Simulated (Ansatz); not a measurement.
Si (bcc): energy against volume

Computed with Ansatz 0.2.0, DFT, PBEsol, plane waves (420 eV) with PAW, scalar-relativistic. (PAW data from PBE, frozen cores regenerated.)

The cell is scaled uniformly from the relaxed one, with fractional coordinates and shape fixed. Energies are extrapolated to zero smearing, pressures are those at the given smearing. Magnetic state: spin not included.

A Birch-Murnaghan fit gives V₀ = 14.27 Å³/atom, B₀ = 102 GPa, B₀′ = 4.1.

Task: What are the energy above the minimum and the pressure at 13.108 Å³/atom?

Result: 34.9 meV/atom and 10.38 GPa as computed.

Task: What are the energy above the minimum and the pressure at 13.678 Å³/atom?

Result: 8.5 meV/atom and 4.75 GPa as computed.

Task: What are the energy above the minimum and the pressure at 15.388 Å³/atom?

Result: 24.5 meV/atom and -6.56 GPa as computed.
